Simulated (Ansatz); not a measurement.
Cell and atoms are relaxed with the symmetry kept. Start:

```
Fe O
1.0
     2.86860   -0.00114   -0.02632
     0.00266    4.94911   -0.05192
     0.05243    1.71051    5.44699
Fe O
4 4
Direct
  0.50000 0.00000 0.50000
  0.00000 0.50000 0.50000
  0.00000 0.00000 0.00000
  0.50000 0.50000 0.00000
  0.99999 0.75000 0.74998
  0.49999 0.75001 0.24998
  0.00001 0.25000 0.25002
  0.50001 0.24999 0.75002
```

Method: Ansatz, DFT PBE, scalar-relativistic, plane waves, PAW.

Plane waves to 420 eV, a k mesh through Γ of 12×8×8 on the computed 8-atom cell and Gaussian smearing (0.10 eV); collinear spin from starting moments -3.6 -3.6 3.6 3.6 0 0 0 0 μB.

Problem. What does it relax to?

Solution. The volume increases by 0.01 Å³/atom to 9.70 Å³/atom, and the energy changes by under 0.1 meV/atom. The cell ends with a moment of 0.00 μB (only this magnetic start was tried). Final structure:
```cif
data_structure
_symmetry_space_group_name_H-M 'R-3m:H'
_symmetry_Int_Tables_number 166
_cell_length_a 2.8642
_cell_length_b 2.8642
_cell_length_c 8.1975
_cell_angle_alpha 90.000
_cell_angle_beta 90.000
_cell_angle_gamma 120.000
_cell_volume 58.24
loop_
_atom_site_label
_atom_site_type_symbol
_atom_site_symmetry_multiplicity
_atom_site_Wyckoff_symbol
_atom_site_fract_x
_atom_site_fract_y
_atom_site_fract_z
_atom_site_occupancy
Fe1 Fe 3 a 0.00000 0.00000 0.00000 1
O1 O 3 b 0.33333 0.66667 0.16667 1
```

This form isn't the usual stable structure of the compound.

Cost: 1 run of about 26 core-minutes, on Arm Neoverse V1 (shared hosts).